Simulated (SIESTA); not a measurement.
## GaSb under changes of volume

One of the cells (24.120 Å³/atom); the others are scaled copies at fixed shape and fractional positions:

```
Sb Ga
1.0
    -2.75343    2.75343    1.59071
     2.75343   -2.75343    1.59071
     2.75343    2.75343   -1.59071
Sb Ga
1 1
Direct
  0.00000 0.00000 0.00000
  0.75000 0.25000 0.50000
```

Measurements of this composition are mostly on another form, of space group No. 216.

- Program: SIESTA 5.4.2
- Functional: LDA
- Potentials or basis: PseudoDojo 0.4 standard (LDA files)
- Basis: DZP (energy shift 0.003 Ry; two zetas on semicore shells)
- Grid cutoff: 800 Ry
- Energy shift: 0.003 Ry
- k mesh: 10 × 10 × 10
- Occupations: fermi-dirac, width 0.05 eV
- Spin: no spin polarisation

```csv
volume (Å³/atom),energy over the lowest point (meV/atom),pressure (GPa)
22.672,0.00,-0.7
23.155,3.89,-1.9
23.637,11.33,-3.0
24.120,21.88,-4.0
24.602,?,?
25.084,50.76,-5.5
25.567,68.44,-6.2
```

Q: What does the run at 24.602 Å³/atom give?

A: Energy over the lowest point 35.14 meV/atom; pressure -4.8 GPa.

Worked out: A Birch-Murnaghan fit of order 3 (a polynomial in V^(-2/3)) to the other rows has its minimum at 22.45 Å³/atom, just outside them, with B0 = V·E''(V) = 67 GPa and B' = 5.3 at fixed shape and positions, which overstates the stiffness. It gives 35.14 meV/atom at 24.602 Å³/atom, against the run's 35.14, and -dE/dV = -4.8 GPa, against -4.8.

Energies are extrapolated to zero smearing.

Caveats: the basis of atomic orbitals isn't converged, which shifts pressures, moduli and gaps.
